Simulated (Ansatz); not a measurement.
input.yaml

```yaml
crystal:
  lattice:
    - [0.0, 3.455559555, 3.455559555]
    - [3.455559555, 0.0, 3.455559555]
    - [3.455559555, 3.455559555, 0.0]
  atoms:
    - { symbol: Sr, position: [0.0, 0.0, 0.0] }
    - { symbol: Cl, position: [0.25, 0.25, 0.25] }
    - { symbol: Cl, position: [0.75, 0.75, 0.75] }
basis:
  ecutwfc: 420
kpoints:
  mp_grid: { grid: [6, 6, 6] }
hamiltonian:
  xc: pbesol
scf:
  occupations: { method: gaussian, width: 0.02 }
output:
  forces: true
  stress: true
  eigenvalues: true
```

Run as
```bash
ansatz run input.yaml --threads 1 --pin off --max-ram 1331MiB --backend cpu --events-out ev --progress --plain --runs-dir out
```

Computed with DFT PBEsol, scalar-relativistic, plane waves, PAW (Ansatz).

Part of what the program printed, abridged:

```
Pseudopotentials: kind: paw
Pseudopotential: Sr, paw, valence charge 10, recommended cutoff 420 eV (normal)
Pseudopotential: Cl, paw, valence charge 7, recommended cutoff 420 eV (normal)
Functional definition: PBEsol
Crystal: 3 atoms, lattice volume = 82.525 Å³
Basis set: ecut = 420 eV, 1639 PW (Γ), exchange–correlation on 72×72×72 points (8 copies of the dense FFT grid, shifted against one another)
Bands: 16, of which v1, the nominal top of the filled ones, is band 12 counted from 1 (11 counted from 0)
Symmetry: 48 space group operations
Space group: Fm-3m (ITA 225), of the structure as read, at distance tolerance 4.4e-5 Å
k-points: 16 of 216
Initial density: superposition of atomic densities (neutral atoms: chi_scale 0, normalization atom), corrected by the library's trained network
Initial wavefunctions: pseudopotential atomic-orbital guess
Functional: x = pbesol(κ = 0.804, μ = 0.12345679), c = pbesol(β = 0.046)
SCF iter   1: F=—  HF=-5621.371590 eV  |F-HF|=—  |Δ(HF+E_count)|=         —  Δρ=3.95e-3  dr2=1.88e-2  ethr=1.77e-3  ⟨swp⟩=9.6  Hψ=1882  notcnv=0
SCF iter   2: F=—  HF=-5621.367353 eV  |F-HF|=—  |Δ(HF+E_count)|=   4.24e-3  Δρ=1.16e-3  dr2=6.04e-4  ethr=7.84e-5  ⟨swp⟩=2.9  Hψ=605  notcnv=0
SCF iter   3: F=—  HF=-5621.367445 eV  |F-HF|=—  |Δ(HF+E_count)|=   9.21e-5  Δρ=5.11e-4  dr2=1.19e-4  ethr=2.52e-6  ⟨swp⟩=2.8  Hψ=474  notcnv=0
SCF iter   4: F=—  HF=-5621.367516 eV  |F-HF|=—  |Δ(HF+E_count)|=   7.08e-5  Δρ=1.74e-4  dr2=1.47e-5  ethr=4.98e-7  ⟨swp⟩=2.1  Hψ=370  notcnv=0
SCF iter   5: F=—  HF=-5621.367525 eV  |F-HF|=—  |Δ(HF+E_count)|=   9.07e-6  Δρ=3.03e-5  dr2=4.44e-7  ethr=6.14e-8  ⟨swp⟩=2.8  Hψ=435  notcnv=0
SCF iter   6: F=-5621.367526 eV  HF=-5621.367526 eV  |F-HF|=3.19e-9  |Δ(HF+E_count)|=   6.31e-7  Δρ=2.43e-6  dr2=6.94e-9  ethr=4.17e-10  ⟨swp⟩=7.4  Hψ=1445  notcnv=0
SCF 1 converged in 6 iterations: F = -5621.367526 eV  dr2 = 6.94e-9
SCF converged after 6 iterations
Free energy (F): -5621.367526 eV
Harris-Foulkes:  -5621.367526 eV  (|F-HF|=3.19e-9)
Internal energy: -5621.367526 eV  (E = F + TS)
E sigma→0 (E₀):  -5621.367526 eV
Fermi energy:    5.922796 eV
--- Per-component energies (eV) ---
  E_band       = -142.218850
  E_kinetic    = 567.904046
  E_local      = -1164.648253  (includes V_loc(G=0)·N_el)
  E_nonlocal   = 261.151130
  E_hartree    = 317.729003
  E_xc         = -384.681388
  E_vxc        = -405.684623  (∫ρ·V_xc dr)
  E_paw        = -3928.211364  (= ΣΔE_a)
  E_vpaw       = -36.400005  (= ΣTr[D̂ρ^β])
  E_aug_tail   = 0.000188  (compensation charges beyond the density's cutoff)
  E_ewald      = -1290.902098
  E_core_change = 0.291212  (= ΣΔE_core)
  E_smearing   =  0.000000  (= −TS)
--- Forces (eV/Å), atoms counted from 1 ---
  atom   1  Sr     0.00000000     0.00000000     0.00000000
  atom   2  Cl     0.00000000     0.00000000     0.00000000
  atom   3  Cl     0.00000000     0.00000000     0.00000000
--- Stress (GPa, compression-positive) ---
       -0.051959       0.000000       0.000000
        0.000000      -0.051959       0.000000
        0.000000       0.000000      -0.051959
  P = ⅓ Tr σ = -0.0520 GPa (-0.520 kbar)
--- Band table (eV; the first three rows and the last of 16) ---
  k-point 0: bands = ["-29.3578", "-11.3895", "-11.3895", "-11.3895", "-10.0815", "-9.1562", "1.0379", "1.0379", "1.0379", "2.9473", "2.9473", "2.9473", "8.5466", "9.2591", "9.2591", "12.1507"]
  k-point 1: bands = ["-29.3568", "-11.5088", "-11.3937", "-11.3937", "-9.8957", "-9.2171", "1.1454", "1.1454", "1.2396", "2.6135", "2.7866", "2.7866", "9.1600", "9.4892", "9.4892", "11.2218"]
  k-point 2: bands = ["-29.3548", "-11.6827", "-11.4021", "-11.4021", "-9.6657", "-9.2502", "1.4149", "1.4149", "1.6220", "2.0590", "2.4363", "2.4363", "9.8408", "9.8408", "10.0464", "11.2930"]
  k-point 15: bands = ["-29.3524", "-11.7400", "-11.5426", "-11.4302", "-9.3991", "-9.2497", "0.5620", "1.0857", "1.6578", "2.4188", "2.9341", "3.2238", "9.1309", "10.3700", "10.5137", "10.6961"]
```

The run converged.